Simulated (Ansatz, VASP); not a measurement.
## One calculation of Be, two programs

Contents of INCAR:

```
PREC = Accurate
ENCUT = 520
EDIFF = 1E-6
ISMEAR = -1
SIGMA = 0.05
LREAL = F
LASPH = T
NELM = 80
ALGO = Normal
ISIF = 2
LWAVE = F
LCHARG = T
LELF = T
LVHAR = T
NBANDS = 7
```

The input KPOINTS:

```
regular mesh
0
Gamma
  21 21 21
```

File POSCAR:

```
Be
1.0
    0.0000000000      1.5107440758      1.5107440758
    1.5107440758      0.0000000000      1.5107440758
    1.5107440758      1.5107440758      0.0000000000
Be
1
Direct
    0.0000000000      0.0000000000      0.0000000000
```

Input for Ansatz:

```yaml
crystal:
  lattice:
    - [0.0, 1.5107440758, 1.5107440758]
    - [1.5107440758, 0.0, 1.5107440758]
    - [1.5107440758, 1.5107440758, 0.0]
  atoms:
    - { symbol: Be, position: [0.0, 0.0, 0.0] }
kpoints:
  mp_grid: { grid: [21, 21, 21] }
scf:
  occupations: { method: fermi_dirac, width: 0.05 }
hamiltonian:
  xc: lda
  pseudopotentials: { kind: all_electron, lapw: { basis_error: 0.001 } }
output:
  forces: true
  stress: true
  eigenvalues: true
  populations: true
```

Change from the starting cell: volume scaled by 0.92, LAPW.

Alike in both runs: task single point; functional LDA; k mesh 21 × 21 × 21; occupations fermi-dirac, width 0.05 eV; no spin polarisation.

|  | VASP | Ansatz |
| --- | --- | --- |
| version | VASP 6.6.1 | Ansatz 0.2.0 |
| potentials or method | VASP PAW LDA potentials, release 64 (Be) | all-electron LAPW, scalar-relativistic |
| plane-wave cutoff (eV) | 520 | see its input |

Ansatz gave:

| Property | Result |
| --- | --- |
| pressure (GPa) | 12.5 |

**Question.** What did VASP give for the same quantities?

**Answer.** Pressure (GPa): 13.2.

Ansatz ran all-electron here, so the differences hold the error of VASP's frozen core and of both bases.
